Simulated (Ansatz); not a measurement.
Crystal: BAs.

```
As B
1.0
     0.00000    2.38850    2.38850
     2.38850    0.00000    2.38850
     2.38850    2.38850    0.00000
As B
1 1
Direct
  0.75000 0.75000 0.75000
  0.00000 0.00000 0.00000
```

Program: Ansatz 0.2.0. Alike in all runs: task single point; level HSE06 form with a typed share of exact exchange; potentials or basis Ansatz PAW; no spin polarisation; cell as given; k mesh 5 × 5 × 5; cutoff (eV) 420; smearing fermi-dirac 0.05 eV; the mesh is coarse, so values aren't converged.

Problem. Order these runs on this cell by their band gap on the k mesh, lowest first.
A. screening (1/Å) 0.4
B. screening (1/Å) 0.6
C. screening (1/Å) 0.1
D. screening (1/Å) 0.2

Solution. B (1.37 eV), A (1.54 eV), D (1.86 eV), C (2.14 eV).

Caveats: all runs use coarse meshes; odd divisions of the mesh miss points on the zone boundary, where band edges often lie, so the gap on the mesh can be too wide.

A k mesh can miss the band edges.
